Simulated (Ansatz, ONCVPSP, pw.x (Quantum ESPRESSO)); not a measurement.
**platinum (Pt) (sc): variants of one ONCV potential in the solid**

* Element: Pt (Z = 78)
* Generator: ONCVPSP 4.0.1.1 (patched build)
* Type: optimised norm-conserving Vanderbilt (ONCV)
* Functional: PBE
* Relativity: scalar-relativistic
* Frozen core: [Kr] 4d10 4f14
* Valence charge: 18
* Reference configuration: 5s2 5p6 5d9 6s1
* Partial waves: 5s+6s: rc 1.70 bohr, ncon 5, nbas 9, qcut 8.5 1/bohr, 2 projectors; 5p: rc 1.85 bohr, ncon 3, nbas 8, qcut 6.2 1/bohr, 3 projectors, debl 2.2 Ha; 5d: rc 2.30 bohr, ncon 5, nbas 10, qcut 6.8 1/bohr, 2 projectors, debl 0.5 Ha
* Local potential: polynomial inside 1.40 bohr (lpopt 4, dvloc0 4 Ha)
* Core correction: Teter function, fcfact 3.25, rcfact 1.4

Crystal test: sc Pt in pw.x 7.5, no spin, 12³ k-points, Fermi–Dirac smearing 0.01 Ry, cutoffs set for each file from its atomic test. The reference is all-electron LAPW (Ansatz 0.2.0) with the same functional, mesh and smearing; V0 and B0 come from Birch–Murnaghan fits to the pressures at five volumes. Errors are pseudo minus all-electron; Δ is the rms difference of the E(V) curves that follow from these fits, minima aligned, over ±6 % about the mean V0. Mesh and smearing are coarse, so the numbers serve the comparison and aren't converged zero-temperature values; the lattice is a test structure that the element need not adopt.

All-electron: a0 = 2.626 Å (V0 = 18.11 Å³/atom), B0 = 184.3 GPa.

2 further variants are left out: they gave no file fit for a test, a broken result, the same result as the base, or pressures whose basis-set error rivals the error shown.

```csv
change,cutoffs (Ry),pw.x,a0 (Å),a0 error (%),B0 error (%),Δ (meV/atom),mean pressure error (GPa)
base,70/280,converged,2.623,-0.11,+0.9,2.5,-0.62
p: rc 2.1,70/280,converged,2.623,-0.11,+0.9,2.5,-0.62
"core correction Teter function, fcfact 1.6, rcfact 1.4",70/280,converged,2.623,-0.11,+0.9,2.5,-0.63
"local potential polynomial inside 1.20 bohr (lpopt 5, dvloc0 4 Ha)",70/280,converged,2.619,-0.27,+1.3,5.9,-1.46
```
